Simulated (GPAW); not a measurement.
## Ti in GPAW: convergence with bands over the usual count

Input of the first run (bands over the usual count 0.72); the others differ in this setting and in those tied to it:

File run.py:

```python
from ase import Atoms
from ase.dft.bandgap import bandgap
from ase.io import write
from ase.units import GPa
from gpaw import GPAW, PW

atoms = Atoms(['Ti', 'Ti'],
              cell=[[2.95, 0.0, 0.0],
                    [-1.475, 2.5547749412, 0.0],
                    [0.0, 0.0, 4.68]],
              scaled_positions=[[0.6666666667, 0.3333333333, 0.75],
                                [0.3333333333, 0.6666666667, 0.25]],
              pbc=True)

calc = GPAW(mode=PW(600),
            xc='PBE',
            kpts={'size': (8, 8, 5), 'gamma': True},
            occupations={'name': 'fermi-dirac', 'width': 0.05},
            nbands=18,
            convergence={'density': 1e-05, 'energy': 1e-05},
            maxiter=100,
            txt='gpaw.txt')
atoms.calc = calc
energy = atoms.get_potential_energy()
forces = atoms.get_forces()
stress = atoms.get_stress()
calc.write('gs.gpw')
write('result.traj', atoms)
print(f'Energy: {energy:.6f} eV')
print('Forces (eV/A):')
print(forces.round(4))
print('Stress (GPa):', (stress / GPa).round(3))
print('Fermi level:', round(calc.get_fermi_level(), 4), 'eV')
print(f'Gap: {bandgap(calc)[0]:.4f} eV, direct: {bandgap(calc, direct=True)[0]:.4f} eV')
```

Potentials or basis: GPAW PAW data sets (gpaw-data 1.2.1), pw.

Launch:

```console
$ OMP_NUM_THREADS=1 python run.py
```

Hardware: 1 thread of Arm Neoverse V1, with other jobs on the host.

```
bands over the usual count  energy less the tightest run, at zero smearing (meV/atom)  SCF cycles  CPU time (s)  peak memory (GiB)
                      0.72                                                       0.00          10            19               0.15
                       0.8                                                       0.00          10            21               0.16
                       0.9                                                       0.00          10            23               0.16
                         1                                                       0.00          10            24               0.16
                       1.3                                                       0.00          10            31               0.17
                       1.7                                                       0.00          11            44               0.17
                       2.5                                                       0.00          14            86               0.19
```

Against the tightest run, the energy stays within 1 meV/atom from 0.72 on. The tightest run that finished is the yardstick and may itself not be fully converged.
